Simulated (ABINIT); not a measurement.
# Rh (Fm-3m) in ABINIT: single point with PBE0

Aim: the single point of Rh with PBE0.

Program: ABINIT 10.8.3 (patched build). These are calculated values, not measurements. Logs are shortened: lines on timing, memory, paths and dates and some standing lists are left out, and cuts for length are marked. The log counts tension as positive stress, the text compression.

## Step 1: The structure

Symmetry: Fm-3m, No. 225, cubic system. Conventional cell: a = 3.796 Å, b = 3.796 Å, c = 3.796 Å, α = 90.00°, β = 90.00°, γ = 90.00°. Rh (site symmetry m-3m) has 12 Rh at 2.68 Å as nearest neighbours.

## Step 2: Single point, PBE0

The input, run.abi:

```
pp_dirpath "./"
pseudos "45_Rh_17_1.9_2.4_pbe_n_v1.0.psp8"

acell 2.6839652093 2.6839652093 2.6839652093 Angstrom
rprim
     0.0000000000     0.7071067812     0.7071067812
     0.7071067812     0.0000000000     0.7071067812
     0.7071067812     0.7071067812     0.0000000000
ntypat 1
znucl 45
natom 1
typat 1
xred
     0.0000000000     0.0000000000     0.0000000000

ecut 598.650497 eV

kptopt 1
ngkpt 8 8 8
nshiftk 1
shiftk 0.0 0.0 0.0

ixc 41
fockdownsampling 2 2 2

nband 13
occopt 3
tsmear 0.05 eV

nstep 60
diemac 1000.0
nnsclo 2
toldfe 1.0e-7

iomode 3
prtwf 0
prtden 0
prteig 0
prtebands 0
enunit 2
```

Potentials or basis: SPMS NC PBE v1.0.

Run with:

```sh
$ mpirun --bind-to none -np 4 abinit run.abi > log 2>&1
```

run.abo:

```text
.Version 10.8.3 of ABINIT
 Symmetries : space group Fm -3 m (#225); Bravais cF (face-center cubic)
================================================================================
 Values of the parameters that define the memory need of the present run
     intxc =       0    ionmov =       0      iscf =       7    lmnmax =       6
     lnmax =       6     mgfft =      24  mpssoang =       3    mqgrid =    3001
     natom =       1  nloc_mem =       1    nspden =       1   nspinor =       1
    nsppol =       1      nsym =      48    n1xccc =    2501    ntypat =       1
    occopt =       3   xclevel =       2
       mpw =         469          nfft =       13824          nkpt =          29
================================================================================
================================================================================

--------------------------------------------------------------------------------
------------- Echo of variables that govern the present computation ------------
--------------------------------------------------------------------------------
 -outvars: echo values of preprocessed input variables --------
            acell      5.0719591770E+00  5.0719591770E+00  5.0719591770E+00 Bohr
              amu      1.02905500E+02
           diemac      1.00000000E+03
             ecut      2.20000000E+01 Hartree
           enunit           2
 fockdownsampling           2       2       2
              ixc          41
                       outvar_i_n : Printing only first  50 k-points.
         kptrlatt        8    0    0      0    8    0      0    0    8
          kptrlen      4.05756734E+01
            natom           1
            nband          13
          nbandhf          13
            ngfft          24      24      24
             nkpt          29
           nkpthf          64
           nnsclo           2
            nstep          60
             nsym          48
           ntypat           1
           occopt           3
        optforces           0
        optstress           0
           prtden           0
        prtebands           0
           prteig           0
            prtwf           0
            rprim      0.0000000000E+00  7.0710678120E-01  7.0710678120E-01
                       7.0710678120E-01  0.0000000000E+00  7.0710678120E-01
                       7.0710678120E-01  7.0710678120E-01  0.0000000000E+00
          spgroup         225
           toldfe      1.00000000E-07 Hartree
           tsmear      1.83746611E-03 Hartree
            typat      1
          usefock           1
            znucl       45.00000

================================================================================

 chkinp: Checking input parameters for consistency.

================================================================================
== DATASET  1 ==================================================================

--- !DatasetInfo
iteration_state: {dtset: 1, }
dimensions: {natom: 1, nkpt: 29, mband: 13, nsppol: 1, nspinor: 1, nspden: 1, mpw: 469, }
cutoff_energies: {ecut:  22.0, pawecutdg:  -1.0, }
electrons: {nelect:   1.70000000E+01, charge:   0.00000000E+00, occopt:   3.00000000E+00, tsmear:   1.83746611E-03, }
meta: {optdriver: 0, ionmov: 0, optcell: 0, iscf: 7, paral_kgb: 0, }
...

 Exchange-correlation functional for the present dataset will be:
  PBE0 with alpha=0.25

 Real(R)+Recip(G) space primitive vectors, cartesian coordinates (Bohr,Bohr^-1):
 R(1)=  0.0000000  3.5864167  3.5864167  G(1)= -0.1394149  0.1394149  0.1394149
 R(2)=  3.5864167  0.0000000  3.5864167  G(2)=  0.1394149 -0.1394149  0.1394149
 R(3)=  3.5864167  3.5864167  0.0000000  G(3)=  0.1394149  0.1394149 -0.1394149
 Unit cell volume ucvol=  9.2259745E+01 bohr^3
 Angles (23,13,12)=  6.00000000E+01  6.00000000E+01  6.00000000E+01 degrees

 getcut: wavevector=  0.0000  0.0000  0.0000  ngfft=  24  24  24
         ecut(hartree)=     22.000   => boxcut(ratio)=   2.24109

 getcut : COMMENT -
  Note that boxcut > 2.2 ; recall that boxcut=Gcut(box)/Gcut(sphere) = 2
  is sufficient for exact treatment of convolution.
  Such a large boxcut is a waste : you could raise ecut
  e.g. ecut=   27.623630 Hartrees makes boxcut=2

--- Pseudopotential description ------------------------------------------------
- pspini: atom type   1  psp file is ./45_Rh_17_1.9_2.4_pbe_n_v1.0.psp8
    8   11    2    4       600   0.00000      pspcod,pspxc,lmax,lloc,mmax,r2well
    5.99000000000000    7.00000000000000    0.00000000000000   rchrg,fchrg,qchrg
     nproj     2     2     2
     extension_switch     1

   2.60438943E+02                                ecore*ucvol(ha*bohr**3)
--------------------------------------------------------------------------------

================================================================================

--- !BeginCycle
iteration_state: {dtset: 1, }
solver: {iscf: 7, nstep: 60, nline: 4, wfoptalg: 0, }
tolerances: {toldfe: 1.00E-07, }
...

     iter   Etot(hartree)      deltaE(h)  residm     vres2
 ETOT  1  -114.15255566235    -1.142E+02 2.079E-01 5.604E+02
 ETOT  2  -115.94991507611    -1.797E+00 3.361E-04 8.436E+02
 ETOT  3  -116.26201835812    -3.121E-01 8.155E-06 1.875E+02
 ETOT  4  -116.34755278973    -8.553E-02 7.482E-06 2.979E+01
 ETOT  5  -116.36382451314    -1.627E-02 4.920E-07 1.761E+01
 ETOT  6  -116.36805479944    -4.230E-03 7.411E-08 1.172E+01
 ETOT  7  -116.35108203426     1.697E-02 9.181E-07 4.964E+01
 ETOT  8  -116.35947456765    -8.393E-03 1.753E-07 2.606E+01
 ETOT  9  -116.36550272116    -6.028E-03 1.104E-07 1.561E+01
 ETOT 10  -116.37080019387    -5.297E-03 1.812E-07 5.628E+00
[... 28 lines left out ...]
 ETOT 39  -116.37520119444    -7.814E-07 1.256E-10 4.778E-06
 ETOT 40  -116.37520185405    -6.596E-07 1.199E-10 8.076E-06
 ETOT 41  -116.37520173200     1.220E-07 1.172E-10 4.034E-05
 ETOT 42  -116.37520087529     8.567E-07 1.165E-10 5.427E-06
 ETOT 43  -116.37520293963    -2.064E-06 1.092E-10 1.155E-05
 ETOT 44  -116.37520169924     1.240E-06 9.828E-11 1.982E-05
 ETOT 45  -116.37520134488     3.544E-07 9.733E-11 1.539E-06
 ETOT 46  -116.37520269268    -1.348E-06 8.838E-11 6.392E-07
 ETOT 47  -116.37520270720    -1.452E-08 8.439E-11 1.763E-07
 ETOT 48  -116.37520262842     7.878E-08 7.996E-11 1.674E-07

 At SCF step   48, etot is converged :
  for the second time, diff in etot=  7.878E-08 < toldfe=  1.000E-07

--- !ResultsGS
iteration_state: {dtset: 1, }
comment   : Summary of ground state results
lattice_vectors:
- [  0.0000000,   3.5864167,   3.5864167, ]
- [  3.5864167,   0.0000000,   3.5864167, ]
- [  3.5864167,   3.5864167,   0.0000000, ]
lattice_lengths: [   5.07196,    5.07196,    5.07196, ]
lattice_angles: [ 60.000,  60.000,  60.000, ] # degrees, (23, 13, 12)
lattice_volume:   9.2259745E+01
convergence: {deltae:  7.878E-08, res2:  1.674E-07, residm:  7.996E-11, diffor:  0.000E+00, }
etotal    :  -1.16375203E+02
entropy   :   0.00000000E+00
fermie    :   6.65668329E-01
cartesian_stress_tensor: null
pressure_GPa: null
xred      :
- [  0.0000E+00,   0.0000E+00,   0.0000E+00, Rh]
cartesian_forces: null
force_length_stats: {min: null, max: null, mean: null, }
...

 Integrated electronic density in atomic spheres:
 ------------------------------------------------
 Atom  Sphere_radius  Integrated_density
    1        2.00000         14.06591037
================================================================================

 ----iterations are completed or convergence reached----

 Mean square residual over all n,k,spin=   21.208E-14; max=  79.956E-12
 reduced coordinates (array xred) for    1 atoms
       0.000000000000      0.000000000000      0.000000000000

 cartesian coordinates (angstrom) at end:
    1      0.00000000000000     0.00000000000000     0.00000000000000
 length scales=  5.071959177042  5.071959177042  5.071959177042 bohr
              =  2.683965209300  2.683965209300  2.683965209300 angstroms
 Fermi (or HOMO) energy (hartree) =   0.66567   Average Vxc (hartree)=  -0.41618
 Eigenvalues (hartree) for nkpt=  29  k points:
 kpt#   1, nband= 13, wtk=  0.00195, kpt=  0.0000  0.0000  0.0000 (reduced coord)
  -2.41981   -1.16562   -1.16562   -1.16562    0.32298    0.50949    0.50949    0.50949
   0.58745    0.58745    1.30490    1.51456    1.51456
      occupation numbers for kpt#   1
   2.00000    2.00000    2.00000    2.00000    2.00000    2.00000    2.00000    2.00000
   2.00000    2.00000    0.00000    0.00000    0.00000
 prteigrs : prtvol=0 or 1, do not print more k-points.

 Fermi (or HOMO) energy (eV) =  18.11376   Average Vxc (eV)= -11.32492
 Eigenvalues (   eV  ) for nkpt=  29  k points:
 kpt#   1, nband= 13, wtk=  0.00195, kpt=  0.0000  0.0000  0.0000 (reduced coord)
 -65.84647  -31.71821  -31.71821  -31.71821    8.78880   13.86391   13.86391   13.86391
  15.98537   15.98537   35.50804   41.21318   41.21318
 prteigrs : prtvol=0 or 1, do not print more k-points.

--- !EnergyTerms
iteration_state     : {dtset: 1, }
comment             : Components of total free energy in Hartree
kinetic             :  3.68971353527248E+01
hartree             :  1.85245339942173E+01
xc                  : -1.57676008589637E+01
Ewald energy        : -9.23641366780867E+01
psp_core            :  2.82288816786824E+00
local_psp           : -8.12746190256720E+01
non_local_psp+x     :  1.47869855197886E+01
internal            : -1.16374813528124E+02
'-kT*entropy'       : -3.89100292629156E-04
total_energy        : -1.16375202628416E+02
...

--- !EnergyTermsDC
iteration_state     : {dtset: 1, }
comment             : '"Double-counting" decomposition of free energy'
band_energy         : -7.32459020741774E+00
Ewald energy        : -9.23641366780867E+01
psp_core            :  2.82288816786824E+00
xc_dc               : -1.95088829876298E+01
internal            : -1.16374721705266E+02
'-kT*entropy'       : -3.89100292629156E-04
total_energy_dc     : -1.16375110805559E+02
...

== END DATASET(S) ==============================================================
================================================================================

 -outvars: echo values of variables after computation  --------
            acell      5.0719591770E+00  5.0719591770E+00  5.0719591770E+00 Bohr
           etotal     -1.1637520263E+02
            fcart      9.9999999999E+99  9.9999999999E+99  9.9999999999E+99
            rprim      0.0000000000E+00  7.0710678120E-01  7.0710678120E-01
                       7.0710678120E-01  0.0000000000E+00  7.0710678120E-01
                       7.0710678120E-01  7.0710678120E-01  0.0000000000E+00
           strten      9.9999999999E+99  9.9999999999E+99  9.9999999999E+99
                       9.9999999999E+99  9.9999999999E+99  9.9999999999E+99
 Calculation completed.
```

Run time: 17 min. Hardware: 4 MPI ranks of Arm Neoverse V2, shared host; peak memory 0.24 GiB.

Results:

```
Free energy                                           : -3166.7306 eV
Band gap on the k mesh                                : none (metal or under the smearing width)
Valence electrons inside the program's atomic spheres : Rh 14.07 (radii [1.0584] Å)
```

Caveat: the cutoff is too short for stress, so the log's stress isn't used; the potentials were made for another functional, which shifts forces and pressure.
